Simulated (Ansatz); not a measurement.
# TiTe: pressure against volume

A database entry relaxed whole under r2SCAN (P6_3/mmc):

```
CELL_PARAMETERS angstrom
3.72272 0.00000 0.00000
-1.86136 3.22397 0.00000
0.00000 0.00000 7.14299
ATOMIC_POSITIONS crystal
Ti 0.00000 0.00000 0.00000
Ti 0.00000 0.00000 0.50000
Te 0.33333 0.66667 0.25000
Te 0.66667 0.33333 0.75000
```

The cell was scaled uniformly, its shape held, and the atoms relaxed at each volume with plane-wave PAW DFT (Ansatz 0.2.0; r2SCAN, 500 eV, 10×10×5 Γ-centred mesh, fermi-dirac occupations of width 0.100 eV; no spin, no spin-orbit coupling). One row is withheld.

```csv
volume (Å³/atom),energy over the lowest (meV/atom),pressure (GPa)
20.146,23.3,6.56
20.575,9.6,4.13
21.004,2.0,1.95
21.432,0.0,0.00
21.861,?,?
22.290,10.3,-3.31
22.718,21.7,-4.71
```

**Question.** Fit the pressures of the other rows to the third-order Birch-Murnaghan form.

**Answer.** With f = [(V₀/V)^(2/3) − 1]/2 and P = 3B₀f(1 + 2f)^(5/2)[1 + 3(B₀′ − 4)f/2], least squares gives V₀ = 21.43 Å³ an atom, B₀ = 92.1 GPa and B₀′ = 4.5; the rows miss the fit by less than 0.01 GPa. The slope of the energies differs from these pressures by 0.23 GPa, since they are taken to zero smearing while pressures follow the free energy.

**Question.** What does the withheld row hold?

**Answer.** The fit gives -1.74 GPa at 21.861 Å³; the run gave -1.74 GPa and 2.9 meV an atom.

Caveats: the shape of the cell was held, so B₀ is an upper bound where the axes differ in stiffness; 0 K, fixed nuclei; the symmetry was kept, and this need not be the phase that is stable at 0 K; one mesh for all volumes; the relaxed cell lies far from the entry, by an error of the functional or of the entry; pressure is positive in compression.
